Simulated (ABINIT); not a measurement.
Ta:

```
Ta
1.0
     2.90037    0.00000    0.00000
    -1.45019    2.51180    0.00000
     0.00000    0.00000    5.16627
Ta
2
Cartesian
  0.0000 1.6745 1.2916
  1.4502 0.8373 3.8747
```

This isn't the form of Ta at room conditions, which is bcc.

Program: ABINIT 10.8.3 (patched build). Alike in all runs: task single point; potentials or basis JTH PAW PBE v2.0; no spin polarisation; cell as given; k mesh 11 × 11 × 5; cutoff (eV) 626; smearing fermi-dirac 0.05 eV.

Task: Order these runs on this cell by their pressure, lowest first.
A. level RPBE
B. level SCAN
C. level BLYP
D. level PW91
E. level LDA

Result: E (-12.2 GPa), B (-8.2 GPa), D (-1.8 GPa), A (1.7 GPa), C (4.5 GPa).

Caveats: the PAW data sets were made with another functional, which shifts forces and pressure a little.

Runs at the PBE level aren't shown here.
